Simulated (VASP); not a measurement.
Runs of VASP 6.6.1 on KI. It takes space group Fm-3m (No. 225, cubic). Conventional cell: a = 7.066 Å, b = 7.066 Å, c = 7.066 Å, α = 90.00°, β = 90.00°, γ = 90.00°. Around I (site symmetry m-3m) lie 6 K at 3.53 Å. Around K (site symmetry m-3m) lie 6 I at 3.53 Å. 

| level | other keys | gap on the mesh (eV) | pressure (GPa) | relaxed volume (Å³/atom) |
| --- | --- | --- | --- | --- |
| RPBE+D3(BJ) | - | 4.36 | 0.0 | 31.71 |
| RPBE | LASPH = no; EDIFFG = -0.001 | 3.94 | 0.0 | 51.26 |
| RPBE | - | 3.94 | 0.0 | 51.19 |
| RPBE+D4 | - | (c) | 0.0 | (a) |
| RPBE+D3 | - | (b) | 0.0 | 48.33 |

Alike in all rows: task relaxation of cell and atoms; potentials or basis VASP PAW PBE potentials, release 64 (I, K_sv); no spin polarisation; cell relaxed; k mesh 7 × 7 × 7; cutoff (eV) 600; smearing fermi-dirac 0.05 eV.

Question: Estimate the missing entries.

Answer: (a) 46.38; (b) 4.07; (c) 4.16.

Caveats: the PAW data sets were made with another functional, which shifts forces and pressure a little; spin-orbit coupling is left out, which moves the levels of the heavy elements; an odd mesh through Γ misses points on the zone boundary, where band edges often lie; the volume moved by over 15 % at a fixed basis, so the end points are rough (some runs).

A k mesh can miss the band edges, and the runs leave out spin-orbit coupling on I.
